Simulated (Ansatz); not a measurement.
Input of an Ansatz 0.2.0 run:

File input.yaml:

```yaml
crystal:
  lattice:
    - [4.12095, 0.0, 0.0]
    - [-2.06047, 3.56885, 0.0]
    - [0.0, 0.0, 2.65479]
  atoms:
    - { symbol: Si, position: [0.33333, 0.66667, 0.5] }
    - { symbol: Si, position: [0.66667, 0.33333, 0.5] }
hamiltonian:
  xc: r2scan
  pseudopotentials: { kind: paw }
kpoints:
  mp_grid: { grid: [8, 8, 10] }
  band_path:
    path:
      - [[0.0, 0.0, 0.0], [0.5, 0.0, 0.0], [0.3333333333, 0.3333333333, 0.0], [0.0, 0.0, 0.0], [0.0, 0.0, 0.5], [0.5, 0.0, 0.5], [0.3333333333, 0.3333333333, 0.5], [0.0, 0.0, 0.5]]
      - [[0.5, 0.0, 0.5], [0.5, 0.0, 0.0]]
      - [[0.3333333333, 0.3333333333, 0.0], [0.3333333333, 0.3333333333, 0.5]]
    npoints: 14
scf:
  occupations: { method: fermi_dirac, width: 0.05 }
  n_extra_bands: 6
output:
  forces: true
  stress: true
  eigenvalues: true
  fatbands: false
```

Potentials or basis: Ansatz PAW.

Run with:

```console
$ ansatz run input.yaml --threads 2 --pin off --max-ram 5632MiB --backend cpu --events-out ev --progress --plain --runs-dir out
```

Question: What does it give for the pressure?

Answer: -1.1 GPa.

Question: What does it give for the band gap on the k mesh?

Answer: None (metal or under the smearing width).

Levels at the corners of the path, in eV from the Fermi level:
| point | band 1 | band 2 | band 3 | band 4 | band 5 | band 6 | band 7 | band 8 |
| --- | --- | --- | --- | --- | --- | --- | --- | --- |
| Γ | -13.05 | -3.15 | -3.15 | -2.80 | 1.29 | 1.29 | 5.85 | 6.74 |
| M | -11.12 | -9.33 | -4.38 | -1.33 | 6.49 | 7.39 | 7.56 | 8.28 |
| K | -10.15 | -10.15 | -5.89 | 3.17 | 3.17 | 4.19 | 9.10 | 9.10 |
| Γ | -13.05 | -3.15 | -3.15 | -2.80 | 1.29 | 1.29 | 5.85 | 6.74 |
| A | -8.89 | -6.31 | -0.28 | -0.28 | 1.23 | 3.68 | 4.46 | 4.46 |
| L | -6.93 | -5.28 | -4.58 | -2.82 | -1.38 | 3.11 | 4.09 | 5.39 |
| H | -5.98 | -5.98 | -3.69 | -3.69 | -2.65 | 2.27 | 7.35 | 7.52 |
| A | -8.89 | -6.31 | -0.28 | -0.28 | 1.23 | 3.68 | 4.46 | 4.46 |
| L | -6.93 | -5.28 | -4.58 | -2.82 | -1.38 | 3.11 | 4.09 | 5.39 |
| M | -11.12 | -9.33 | -4.38 | -1.33 | 6.49 | 7.39 | 7.56 | 8.28 |
| K | -10.15 | -10.15 | -5.89 | 3.17 | 3.17 | 4.19 | 9.10 | 9.10 |
| H | -5.98 | -5.98 | -3.69 | -3.69 | -2.65 | 2.27 | 7.35 | 7.52 |

Caveat: the PAW data sets come from PBE, with cores solved anew for the run's functional, which leaves a small shift of forces and pressure.
